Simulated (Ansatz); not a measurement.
Is this Fe result the lowest state?

We look at Fe: an experimental structure (space group Fm-3m, primitive cell doubled), with 2 atoms per cell. The computed pressure is over 10 GPa in size, so the cell is far from the computed equilibrium volume. Source: COD entry 9015445, which need not be the ambient phase.

These are results of DFT, PBE, PAW, plane waves, scalar-relativistic (Ansatz development build ahead of 0.2.0), not measurements.

```yaml
crystal:
  lattice:
    - [0.0, 3.557, 3.557]
    - [1.7785, 0.0, 1.7785]
    - [1.7785, 1.7785, 0.0]
  atoms:
    - { symbol: Fe, position: [0.0, 0.0, 0.0], spin: 4.0 }
    - { symbol: Fe, position: [0.5, 0.0, 0.0], spin: 4.0 }
magnetization:
  spin_polarized: true
hamiltonian:
  xc: pbe
  pseudopotentials: { kind: paw }
basis:
  ecutwfc: 420
kpoints:
  mp_grid: { grid: [6, 12, 12] }
scf:
  occupations: { method: gaussian, width: 0.1 }
  lower_state_search: "off"
output:
  forces: true
  stress: true
```

It took 27 s on 2 threads of Arm Neoverse V1 (shared host), peak memory 0.55 GiB.

The end of the output:

```
SCF converged after 37 iterations
Magnetization: 2.7272 μB (17.3636 up, 14.6364 down)
Absolute magnetization: 2.8394 μB (∫|ρ↑−ρ↓|, with the PAW one-centre terms)
Spin contamination: 0.0403 ħ² per cell (⟨S²⟩ above its minimum at these occupations)
Per-site moments (μB) at R_I (Å): [(1.3837, 1.0375), (1.3837, 1.0375)]
Free energy (F): -8960.649598 eV
Harris-Foulkes:  -8960.649598 eV  (|F-HF|=1.40e-9)
Internal energy: -8960.635814 eV  (E = F + TS)
E sigma→0 (E₀):  -8960.642706 eV
Entropy (-TS):   -0.013784 eV (-6.892 meV/atom)
Fermi energy:    18.769452 eV
--- Forces (eV/Å), atoms counted from 1 ---
  atom   1  Fe     0.00000000     0.00000000    -0.00000000
  atom   2  Fe     0.00000000     0.00000000     0.00000000
--- Stress (GPa, compression-positive) ---
      -10.308304       0.000062       0.000062
        0.000062     -10.308304      -0.000062
        0.000062      -0.000062     -10.308304
  P = ⅓ Tr σ = -10.3083 GPa (-103.083 kbar)
```

The mesh is too coarse to rank close states of a metal with certainty: differences of some tens of meV/atom may change, at times in sign.

Site moments are taken inside atomic spheres and don't add up to the total.

Question: The run converged. Is this the lowest state of the cell, and if not, what lies lower and how is it reached?

Answer: None of the other runs went lower. It is the lowest of 4 states reached by 13 converged runs, and the next lies 11.2 meV/atom higher (antiferromagnetic, site moments Fe1 1.46, Fe2 -1.46 μB, total 0.00 μB per cell, no gap on the k-mesh). That doesn't prove a ground state. This multiple of the primitive cell fits some opposed orders; other multiples fit others. Orders that need a larger cell or non-collinear spins weren't tried.
